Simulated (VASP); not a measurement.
Input of a VASP 6.6.1 run:

The input INCAR:

```
SYSTEM = V
ALGO     = Normal         ! electronic algorithm
EDIFF    = 1E-7           ! SCF threshold, eV
EDIFFG   = -0.005         ! ionic threshold
ENCUT    = 600            ! plane-wave cutoff, eV
GGA      = CA             ! functional
IBRION   = 2              ! ionic algorithm
ISIF     = 3              ! what is computed and relaxed
ISMEAR   = -1             ! smearing method
ISPIN    = 2              ! spin polarisation
LASPH    = .True.         ! aspherical terms in the spheres
LCHARG   = .False.        ! write CHGCAR
LMAXMIX  = 4              ! l up to which the mixer works
LORBIT   = 11             ! projections on sites
LREAL    = .False.        ! projectors in reciprocal space
LWAVE    = .False.        ! write WAVECAR
MAGMOM   = 2              ! initial moments
NELM     = 100            ! most SCF steps
NSW      = 60             ! ionic steps
PREC     = Accurate       ! precision mode
SIGMA    = 0.05           ! smearing width, eV
```

The input KPOINTS:

```
k-points
0
Gamma
  10 10 10
  0 0 0
```

The input POSCAR:

```
V
1.0
   -1.5143500000      1.5143500000      1.5143500000
    1.5143500000     -1.5143500000      1.5143500000
    1.5143500000      1.5143500000     -1.5143500000
V
1
Direct
    0.0000000000      0.0000000000      0.0000000000
```

Potentials or basis: VASP PAW LDA potentials, release 64 (V_sv).

Run with:

```sh
$ cat potpaw_LDA.64/V_sv/POTCAR > POTCAR
$ mpirun -np 1 vasp_std > vasp.out
```

Question: What does it give for the space group after relaxing (to 0.05 Å)?

Answer: Im-3m (No. 229).

Question: Estimate the relaxed cell.

Answer: a = 2.541 Å, b = 2.541 Å, c = 2.541 Å, α = 109.47°, β = 109.47°, γ = 109.47°.

Question: What does it give for the relaxed volume?

Answer: 12.63 Å³/atom.

Final structure:
```xyz
1
Lattice="-1.4670 1.4670 1.4670 1.4670 -1.4670 1.4670 1.4670 1.4670 -1.4670" Properties=species:S:1:pos:R:3 pbc="T T T"
V     2.9340    0.0000    0.0000
```

LDA usually gives volumes a few per cent too small. Zero-point motion and thermal expansion aren't in these numbers.
